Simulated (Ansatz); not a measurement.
All numbers below come from DFT PBE, scalar-relativistic, plane waves, PAW in Ansatz. All cells share a 420 eV cutoff and Γ-centred k meshes spaced at most about 0.3 Å⁻¹ (2π included). No spin polarisation.

These are static total energies at zero pressure.

Two relaxed structures of Mg₃Zn₂O₅:

A. Space group I4/mmm (No. 139), tetragonal, a = 3.031 Å, c = 21.441 Å. Around Mg on a site of symmetry 4mm lie 6 O at 2.13–2.14 Å; Mg on a site of symmetry 4/mmm is surrounded by 6 O at 2.11–2.14 Å; Zn has 6 O at 2.14–2.18 Å; around O on a site of symmetry 4mm lie 1 Mg at 2.13 Å and 5 Zn at 2.14–2.18 Å; O on a second site of symmetry 4mm is surrounded by 5 Mg at 2.11–2.14 Å and 1 Zn at 2.17 Å; 1 more site not described.

B. Space group Immm (No. 71), orthorhombic, a = 3.036 Å, b = 4.282 Å, c = 15.139 Å. Mg on a site of symmetry mm2 has 6 O at 2.12–2.14 Å; around Mg on a site of symmetry mmm lie 6 O at 2.12–2.14 Å; around Zn lie 6 O at 2.14–2.17 Å; around O on a site of symmetry mm2 lie 4 Mg at 2.12–2.14 Å and 2 Zn at 2.17 Å; O on a second site of symmetry mm2 is surrounded by 2 Mg at 2.12 Å and 4 Zn at 2.14–2.17 Å; 1 more site not described.

Question: Which arrangement of the elements on these sites is preferred, and by what margin?

Answer: They are level within the accuracy (2 meV/atom apart, with B the lower in these runs). The two share one framework of sites and differ in which element sits where. A has Mg and Zn ordered on rock salt sites, space group I4/mmm (No. 139), 9.8 Å³/atom and a gap of 2.06 eV on its mesh; B has Mg and Zn ordered on rock salt sites, space group Immm (No. 71), 9.8 Å³/atom and a gap of 2.51 eV. Counting O atoms around Mg and Zn (those within 1.25 times the shortest such distance or 1.15 times the sum of covalent radii, 1.27 where that leaves under three), A and B both have Mg 6, Zn 6. Both come from invented guesses. Shaken at random and relaxed again, A came back. Shaken at random and relaxed again, B came back.

Kohn–Sham gaps at this level usually fall short of measured ones.
